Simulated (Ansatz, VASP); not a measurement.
**Rb: VASP beside Ansatz**

INCAR

```
PREC = Accurate
ENCUT = 520
EDIFF = 1E-7
ISMEAR = -1
SIGMA = 0.1
LREAL = False
LASPH = True
NELM = 60
ALGO = Normal
ISIF = 2
LWAVE = False
LCHARG = False
GGA = CA
NBANDS = 16
```

Contents of KPOINTS:

```
regular mesh
0
Gamma
  9 9 5
```

The input POSCAR:

```
Rb
1.0
    4.0373689860      0.0000000000      0.0000000000
   -2.0186844930      3.4964641063      0.0000000000
    0.0000000000      0.0000000000      6.6363721982
Rb
2
Direct
    0.3333333333      0.6666666667      0.2500000000
    0.6666666667      0.3333333333      0.7500000000
```

Input for Ansatz:

```yaml
crystal:
  lattice:
    - [4.037368986, 0.0, 0.0]
    - [-2.018684493, 3.4964641063, 0.0]
    - [0.0, 0.0, 6.6363721982]
  atoms:
    - { symbol: Rb, position: [0.3333333333, 0.6666666667, 0.25] }
    - { symbol: Rb, position: [0.6666666667, 0.3333333333, 0.75] }
kpoints:
  mp_grid: { grid: [9, 9, 5] }
scf:
  occupations: { method: fermi_dirac, width: 0.1 }
hamiltonian:
  xc: lda
  pseudopotentials: { kind: all_electron, lapw: { basis_error: 0.001 } }
output:
  forces: true
  stress: true
  eigenvalues: true
  populations: true
```

Change from the starting cell: volume scaled by 0.6, LAPW.

Alike in both runs: task single point; functional LDA; k mesh 9 × 9 × 5; occupations fermi-dirac, width 0.1 eV; no spin polarisation.

```csv
,VASP,Ansatz
version,VASP 6.6.1,Ansatz 0.2.0
potentials or method,"VASP PAW LDA potentials, release 64 (Rb_sv)","all-electron LAPW, scalar-relativistic"
plane-wave cutoff (eV),520,see its input
```

|  | VASP | Ansatz | Ansatz less VASP |
| --- | --- | --- | --- |
| pressure (GPa) | 4.3 | 4.3 | 0.00 |

Ansatz ran all-electron here, so the differences hold the error of VASP's frozen core and of both bases.
